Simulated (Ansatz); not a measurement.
The system is As.

```
CELL_PARAMETERS angstrom
1.88080 1.08588 3.51406
-1.88080 1.08588 3.51406
0.00000 -2.17176 3.51406
ATOMIC_POSITIONS crystal
As 0.22600 0.22600 0.22600
As 0.77400 0.77400 0.77400
```

| Quantity | Value |
| --- | --- |
| Program | Ansatz 0.2.0 |
| Task | single point |
| Functional | PBEsol |
| Potentials or basis | Ansatz PAW |
| Cutoff | 420 eV (not typed: the program's choice for these potentials) |
| k mesh | 9 × 9 × 9 |
| Occupations | fermi-dirac, width 0.05 eV |
| Spin | no spin polarisation |

On this cell: pressure 0.3 GPa; largest force 0.370 eV/Å; band gap on the k mesh none (metal or under the smearing width).

The same run follows on a disturbed copy (atoms moved at random, drawn with an rms of 0.05 Å):

```xyz
2
Lattice="1.8808 1.0859 3.5141 -1.8808 1.0859 3.5141 0.0000 -2.1718 3.5141" Properties=species:S:1:pos:R:3 pbc="T T T"
As   -0.0243   -0.0316    2.3523
As    0.0000    0.0160    8.1497
```

What does the disturbed cell give?

The energy (extrapolated to zero smearing) moves by +8.8 meV/atom; pressure 0.9 GPa; largest force 0.655 eV/Å; band gap on the k mesh none (metal or under the smearing width).

Forces on the atoms (eV/Å):
```
As   0.125  0.280  0.578
As  -0.125 -0.280 -0.578
```

Stress tensor (GPa, compression positive):
```
 0.49 -0.21  0.61
-0.21  1.60  1.31
 0.61  1.31  0.51
```

Caveats: the PAW data sets come from PBE, with cores solved anew for the run's functional, which leaves a small shift of forces and pressure.
